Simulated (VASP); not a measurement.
# C (Fd-3m) in VASP: equation of state, part 2 of 2

VASP 6.6.1.

## (3) Equation of state, PBE, 5.44 Å³/atom (volume scaled by 0.96)

INCAR reads:

```
SYSTEM = C
  PREC = Accurate
  ENCUT = 520
  EDIFF = 1E-7
  ISMEAR = -1
  SIGMA = 0.05
  LREAL = .False.
  LASPH = .True.
  NELM = 80
  ALGO = Normal
  ISIF = 2
  LWAVE = .False.
  LCHARG = .False.
  GGA = PE
  NBANDS = 11
```

KPOINTS reads:

```
regular mesh
0
Gamma
  13 13 13
  0 0 0
```

POSCAR reads:

```
C
1.0
    0.0000000000      1.7592674508      1.7592674508
    1.7592674508      0.0000000000      1.7592674508
    1.7592674508      1.7592674508      0.0000000000
C
2
Direct
    0.7500000000      0.7500000000      0.7500000000
    0.5000000000      0.5000000000      0.5000000000
```

Potentials or basis: VASP PAW PBE potentials, release 64 (C).

Started as:

```sh
$ cat potpaw_PBE.64/C/POTCAR > POTCAR
$ mpirun -np 1 vasp_std > vasp.out
```

Wall time 5.9 s (1 thread of AMD EPYC 9R45 (Zen 5), shared host); peak memory 0.08 GiB.

The run converged. Its results:

| Item | Value |
| --- | --- |
| Free energy | -18.1508 eV |
| Pressure | 22.0 GPa |
| Band gap on the k mesh | 4.23 eV, indirect (least direct gap 5.70 eV) |

Caveat: an odd mesh through Γ misses points on the zone boundary, where band edges often lie.

## (4) Equation of state, PBE, 5.56 Å³/atom (volume scaled by 0.98)

INCAR reads:

```
SYSTEM = C
PREC     = Accurate       ! precision mode
ENCUT    = 520            ! plane-wave cutoff, eV
EDIFF    = 1E-7           ! SCF threshold, eV
ISMEAR   = -1             ! smearing method
SIGMA    = 0.05           ! smearing width, eV
LREAL    = .FALSE.        ! projectors in reciprocal space
LASPH    = .TRUE.         ! aspherical terms in the spheres
NELM     = 80             ! most SCF steps
ALGO     = Normal         ! electronic algorithm
ISIF     = 2              ! what is computed and relaxed
LWAVE    = .FALSE.        ! write WAVECAR
LCHARG   = .FALSE.        ! write CHGCAR
GGA      = PE             ! functional
NBANDS   = 11             ! bands
```

KPOINTS reads:

```
regular mesh
0
G
  13 13 13
  0 0 0
```

POSCAR reads:

```
C
1.0
    0.0000000000      1.7714007132      1.7714007132
    1.7714007132      0.0000000000      1.7714007132
    1.7714007132      1.7714007132      0.0000000000
C
2
Direct
    0.7500000000      0.7500000000      0.7500000000
    0.5000000000      0.5000000000      0.5000000000
```

Potentials or basis: VASP PAW PBE potentials, release 64 (C).

Started as:

```sh
$ cat potpaw_PBE.64/C/POTCAR > POTCAR
$ mpirun -np 1 vasp_std > vasp.out
```

OUTCAR:

```text
SYSTEM = C
   PREC = Accurate
   ENCUT = 520
   EDIFF = 1E-7
   ISMEAR = -1
   LREAL = .FALSE.
   LASPH = .TRUE.
   NELM = 80
   ISIF = 2
   GGA = PE

 ion  position               nearest neighbor table
   1  0.750  0.750  0.750-   2 1.53   2 1.53   2 1.53   2 1.53
   2  0.500  0.500  0.500-   1 1.53   1 1.53   1 1.53   1 1.53

  LATTYP: Found a face centered cubic cell.
 ALAT       =     3.5428014264

  Lattice vectors:

 A1 = (   0.0000000000,   1.7714007132,   1.7714007132)
[... 773 lines left out ...]

------------------------ aborting loop because EDIFF is reached ----------------------------------------

  FORCE on cell =-STRESS in cart. coord.  units (eV):
  Direction    XX          YY          ZZ          XY          YZ          ZX
  --------------------------------------------------------------------------------------
  -------------------------------------------------------------------------------------
  Total        0.8155035      0.8155035      0.8155035      0.0000000      0.0000000      0.0000000
  in kB      117.5319541    117.5319541    117.5319541      0.0000000      0.0000000      0.0000000
  external PRESSURE =     117.5319541 kB  Pullay stress =       0.0000000 kB

 VOLUME and BASIS-vectors are now :
 -----------------------------------------------------------------------------
  energy-cutoff  :      520.00
  volume of cell :       11.12
      direct lattice vectors                 reciprocal lattice vectors
     0.000000000  1.771400713  1.771400713    -0.282262503  0.282262503  0.282262503
     1.771400713  0.000000000  1.771400713     0.282262503 -0.282262503  0.282262503
     1.771400713  1.771400713  0.000000000     0.282262503  0.282262503 -0.282262503

 POSITION                                       TOTAL-FORCE (eV/Angst)
 -----------------------------------------------------------------------------------
      2.65710      2.65710      2.65710        -0.000000     -0.000000     -0.000000
      1.77140      1.77140      1.77140         0.000000      0.000000      0.000000
 -----------------------------------------------------------------------------------
    total drift:                                0.000000     -0.000000      0.000000

  FREE ENERGIE OF THE ION-ELECTRON SYSTEM (eV)
  ---------------------------------------------------
  free  energy   TOTEN  =       -18.1749683112 eV

  energy  without entropy=      -18.1749683112  energy(sigma->0) =      -18.17496831
```

OSZICAR:

```text
N       E                     dE             d eps       ncg     rms          rms(c)
DAV:   1     0.107737380843E+01    0.10774E+01   -0.47138E+03  1928   0.697E+02
DAV:   2    -0.184795427896E+02   -0.19557E+02   -0.18947E+02  2450   0.130E+02
DAV:   3    -0.188531232477E+02   -0.37358E+00   -0.37273E+00  2165   0.134E+01
DAV:   4    -0.188537228705E+02   -0.59962E-03   -0.59961E-03  1995   0.661E-01
DAV:   5    -0.188537235397E+02   -0.66921E-06   -0.66918E-06  2135   0.211E-02    0.571E+00
DAV:   6    -0.183443830692E+02    0.50934E+00   -0.26593E-01  1887   0.365E+00    0.341E+00
DAV:   7    -0.181730408472E+02    0.17134E+00   -0.32376E-01  2013   0.407E+00    0.791E-01
DAV:   8    -0.181749084387E+02   -0.18676E-02   -0.89475E-03  1938   0.711E-01    0.442E-02
DAV:   9    -0.181749474836E+02   -0.39045E-04   -0.61471E-05  2196   0.631E-02    0.250E-02
DAV:  10    -0.181749682287E+02   -0.20745E-04   -0.15233E-05  1959   0.346E-02    0.538E-03
DAV:  11    -0.181749683112E+02   -0.82510E-07   -0.25614E-07  2286   0.459E-03
   1 F= -.18174968E+02 E0= -.18174968E+02  d E =-.262107E-10
```

stdout:

```text
POSCAR found type information on POSCAR C
 POSCAR found :  1 types and       2 ions
 scaLAPACK will be used
 LDA part: xc-table for (Slater+PW92), standard interpolation
 POSCAR, INCAR and KPOINTS ok, starting setup
 FFT: planning ... GRIDC
 FFT: planning ... GRID_SOFT
 FFT: planning ... GRID
 WAVECAR not read
 entering main loop
```

Run time: 5.9 s. Hardware: 1 thread of AMD EPYC 9R45 (Zen 5), shared host; peak memory 0.09 GiB.

What came out:

```yaml
Free_energy: -18.1750 eV
Pressure: 11.8 GPa
Band_gap_on_the_k_mesh: 4.19 eV, indirect (least direct gap 5.65 eV)
```

Caveat: an odd mesh through Γ misses points on the zone boundary, where band edges often lie.

## (5) Equation of state, PBE, 5.79 Å³/atom (volume scaled by 1.02)

INCAR reads:

```
SYSTEM = C
PREC = Accurate
ENCUT = 520
EDIFF = 1E-7
ISMEAR = -1
SIGMA = 0.05
LREAL = .FALSE.
LASPH = .TRUE.
NELM = 100
ALGO = Normal
ISIF = 2
LWAVE = .FALSE.
LCHARG = .FALSE.
GGA = PE
NBANDS = 11
```

KPOINTS is that of step 4.

POSCAR reads:

```
C
1.0
    0.0000000000      1.7951807415      1.7951807415
    1.7951807415      0.0000000000      1.7951807415
    1.7951807415      1.7951807415      0.0000000000
C
2
Direct
    0.7500000000      0.7500000000      0.7500000000
    0.5000000000      0.5000000000      0.5000000000
```

Started as:

```sh
$ cat potpaw_PBE.64/C/POTCAR > POTCAR
$ mpirun -np 1 vasp_std > vasp.out
```

Wall time 5.9 s (1 thread of AMD EPYC 9R45 (Zen 5), shared host); peak memory 0.09 GiB.

Results (log left out):

- Free energy: -18.1830 eV
- Pressure: -6.0 GPa
- Band gap on the k mesh: 4.10 eV, indirect (least direct gap 5.54 eV)

Caveat: an odd mesh through Γ misses points on the zone boundary, where band edges often lie.

## (6) Equation of state, PBE, 5.90 Å³/atom (volume scaled by 1.04)

INCAR reads:

```
SYSTEM = C
  PREC = Accurate
  ENCUT = 520
  EDIFF = 1E-7
  ISMEAR = -1
  SIGMA = 0.05
  LREAL = .False.
  LASPH = .True.
  NELM = 100
  ALGO = Normal
  ISIF = 2
  LWAVE = .False.
  LCHARG = .False.
  GGA = PE
  NBANDS = 11
```

KPOINTS reads:

```
Automatic mesh
0
Gamma
  13 13 13
  0 0 0
```

POSCAR reads:

```
C
1.0
    0.0000000000      1.8068380860      1.8068380860
    1.8068380860      0.0000000000      1.8068380860
    1.8068380860      1.8068380860      0.0000000000
C
2
Direct
    0.7500000000      0.7500000000      0.7500000000
    0.5000000000      0.5000000000      0.5000000000
```

Potentials or basis: VASP PAW PBE potentials, release 64 (C).

Started as:

```sh
$ cat potpaw_PBE.64/C/POTCAR > POTCAR
$ mpirun -np 1 vasp_std > vasp.out
```

It took 6 s on 1 thread of AMD EPYC 9R45 (Zen 5), shared host; peak memory 0.09 GiB.

It converged, with:

```
Free energy            : -18.1692 eV
Pressure               : -13.7 GPa
Band gap on the k mesh : 4.06 eV, indirect (least direct gap 5.48 eV)
```

Caveat: an odd mesh through Γ misses points on the zone boundary, where band edges often lie.

## (7) Equation of state, PBE, 6.01 Å³/atom (volume scaled by 1.06)

INCAR reads:

```
SYSTEM = C
  ALGO = Normal
  EDIFF = 1E-7
  ENCUT = 520
  GGA = PE
  ISIF = 2
  ISMEAR = -1
  LASPH = .TRUE.
  LCHARG = .FALSE.
  LREAL = .FALSE.
  LWAVE = .FALSE.
  NBANDS = 11
  NELM = 100
  PREC = Accurate
  SIGMA = 0.05
```

KPOINTS reads:

```
k-points
0
G
  13 13 13
  0 0 0
```

POSCAR reads:

```
C
1.0
    0.0000000000      1.8183469191      1.8183469191
    1.8183469191      0.0000000000      1.8183469191
    1.8183469191      1.8183469191      0.0000000000
C
2
Direct
    0.7500000000      0.7500000000      0.7500000000
    0.5000000000      0.5000000000      0.5000000000
```

Started as:

```sh
$ cat potpaw_PBE.64/C/POTCAR > POTCAR
$ mpirun -np 1 vasp_std > vasp.out
```

Run time: 5.7 s. Hardware: 1 thread of AMD EPYC 9R45 (Zen 5), shared host; peak memory 0.09 GiB.

It converged, with:

| Property | Result |
| --- | --- |
| Free energy | -18.1450 eV |
| Pressure | -20.7 GPa |
| Band gap on the k mesh | 4.02 eV, indirect (least direct gap 5.43 eV) |

Caveat: an odd mesh through Γ misses points on the zone boundary, where band edges often lie.

## (8) Equation of state, PBE

Potentials or basis: VASP PAW PBE potentials, release 64 (C).

This step only gathers the single runs of the series.

Results:

```
Equilibrium volume                      : 5.71 Å³/atom
Bulk modulus                            : 434 GPa
Pressure derivative of the bulk modulus : 3.7
```

Energy against volume, from the lowest point:
| volume (Å³/atom) | energy (meV/atom) |
| --- | --- |
| 5.332 | 36.83 |
| 5.445 | 17.21 |
| 5.558 | 5.14 |
| 5.672 | 0.00 |
| 5.785 | 1.13 |
| 5.899 | 8.01 |
| 6.012 | 20.10 |

## (9) Against experiment

Step 8. Against the measured bulk modulus of C, 444.8 GPa (quoted in “Equation of state of cubic boron nitride at high pressures and temperatures”, 2007, arxiv:cond-mat/0702656), the calculated 434 GPa is off by -2.4 %. 3 values of this kind are on record (442 to 444.8 GPa); this one was drawn at random among those near their median, those with a stated uncertainty first. The fit is for a static lattice scaled at fixed shape and fixed fractional positions. The cell as given is a measured one (5.67 Å³/atom); PBE puts the equilibrium volume +0.6 % from it, thermal expansion not counted.
